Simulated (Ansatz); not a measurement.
Runs of Ansatz 0.2.0 on Ga. It takes space group C2/c (No. 15, monoclinic). Conventional cell: a = 2.766 Å, b = 8.053 Å, c = 3.332 Å, α = 90.00°, β = 92.02°, γ = 90.00°. Around Ga (site symmetry 2) lie 8 Ga at 2.69 to 2.92 Å. This isn't the form of Ga at room conditions, which is orthorhombic.

```csv
task,level,spin,cell,k mesh,points for each segment of the path,gap on the mesh (eV),pressure (GPa),largest force (eV/Å)
single point,PBE,off,as given,10 × 10 × 8,-,none,(b),0.20
band structure,PBEsol,off,as given,7 × 7 × 6,14,none,-1.5,0.14
relaxation of cell and atoms,PBEsol,off,relaxed,7 × 7 × 6,-,none,0.0,-
band structure,PBEsol,"SOC, no magnetisation",as given,7 × 7 × 6,14,none,-1.5,0.14
single point,PBE,off,strained by -1 %,10 × 10 × 8,-,none,(a),0.21
single point,PBE,off,strained by -2 %,10 × 10 × 8,-,none,2.8,0.23
```

Alike in all rows: potentials or basis Ansatz PAW; cutoff (eV) 420; smearing fermi-dirac 0.05 eV.

**Question.** Estimate the missing entries.

**Answer.** (a) 2.2; (b) 1.6.

Caveats: the PAW data sets come from PBE, with cores solved anew for the run's functional, which leaves a small shift of forces and pressure (some runs); the plane-wave basis is chosen anew once the cell has moved, so the energies of steps on either side of that aren't comparable (some runs).

A k mesh can miss the band edges, and rows without SOC leave out spin-orbit coupling on Ga.

A gap of «none» marks a metal or a gap under the smearing width.
